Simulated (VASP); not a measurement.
Input of a VASP 6.6.1 run:

File INCAR:

```
PREC = Accurate ; ENCUT = 600
EDIFF = 1E-7 ; ISMEAR = 0
SIGMA = 0.03 ; LREAL = F
LASPH = T ; NELM = 80
ALGO = Normal ; ISIF = 4
LWAVE = F ; LCHARG = F
GGA = PE ; IBRION = 2
NSW = 40 ; EDIFFG = -0.01
```

KPOINTS

```
regular mesh
0
Gamma
  9 9 5
```

File POSCAR:

```
Mg3Sb2                                  
1.0
    4.5335238239      0.0000000000      0.0000000000
   -2.2667619120      3.9261468001      0.0000000000
    0.0000000000      0.0000000000      7.1754347740
  Mg              Sb            
     3     2
Direct
     0.3333333332999970    0.6666666667000030    0.6320893614191547
     0.6666666667000030    0.3333333332999970    0.3679106385808453
     0.0000000000000000    0.0000000000000000    0.0000000000000000
     0.3333333332999970    0.6666666667000030    0.2254486671126870
     0.6666666667000030    0.3333333332999970    0.7745513328873130
```

Potentials or basis: VASP PAW PBE potentials, release 64 (Mg, Sb).

Command:

```console
$ cat potpaw_PBE.64/Mg/POTCAR potpaw_PBE.64/Sb/POTCAR > POTCAR
$ mpirun -np 1 vasp_std > vasp.out
```

Problem. What does it give for the band gap on the k mesh?

Solution. 0.17 eV, indirect (least direct gap 1.19 eV).

Problem. What does it give for the energy gained by relaxing?

Solution. 0.3 meV/atom.

Forces in eV/Å, atoms in the order of the input:
```
Mg   0.000  0.000 -0.009
Mg   0.000  0.000  0.009
Mg   0.000  0.000  0.000
Sb   0.000  0.000  0.000
Sb   0.000  0.000  0.000
```

Caveat: spin-orbit coupling is left out, which moves the levels of the heavy elements; an odd mesh through Γ misses points on the zone boundary, where band edges often lie.
